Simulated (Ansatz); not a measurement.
## Mg3Sb2 in Ansatz: convergence with smearing width

Mg3Sb2:

```xyz
5
Lattice="4.5820 0.0000 0.0000 -2.2910 3.9681 0.0000 0.0000 0.0000 7.2440" Properties=species:S:1:pos:R:3 pbc="T T T"
Sb    2.2910    1.3227    5.5417
Sb    0.0000    2.6454    1.7023
Mg    0.0000    0.0000    0.0000
Mg    2.2910    1.3227    2.6803
Mg    0.0000    2.6454    4.5637
```

```yaml
Program: Ansatz 0.2.0
Task: convergence study
Functional: PBE
Potentials_or_basis: Ansatz NC
Cutoff: "1143 eV (not typed: the program's choice for these potentials)"
k_mesh: 6 × 6 × 3
Occupations: fermi-dirac, width 0.3 eV
Spin: no spin polarisation
```

These are the settings of the first run; the series varies smearing width, with any setting tied to it.

Hardware: 2 threads of Arm Neoverse V2, with other jobs on the host.

Question: The values tried are 0.3 eV, 0.2 eV, 0.15 eV, 0.1 eV, 0.05 eV, 0.025 eV, 0.01 eV, 0.005 eV, loosest first. From which on does the pressure stay within 0.1 GPa of the tightest run that finished?

Answer: From 0.15 eV on.

```csv
smearing width,"energy less the tightest run, at zero smearing (meV/atom)",pressure (GPa),largest force (eV/Å),SCF cycles,CPU time (s),peak memory (GiB)
0.3 eV,8.60,1.20,0.505,10,22,0.7
0.2 eV,2.79,1.03,0.489,10,21,0.69
0.15 eV,1.29,0.98,0.482,10,21,0.69
0.1 eV,0.44,0.94,0.477,9,18,0.68
0.05 eV,0.06,0.92,0.472,8,18,0.68
0.025 eV,0.00,0.92,0.471,8,22,0.68
0.01 eV,0.00,0.92,0.471,8,22,0.68
0.005 eV,0.00,0.92,0.471,8,23,0.68
```

Against the tightest run, the energy stays within 1 meV/atom from 0.1 eV on; the largest force stays within 0.005 eV/Å from 0.05 eV on. The tightest run that finished is the yardstick and may itself not be fully converged.
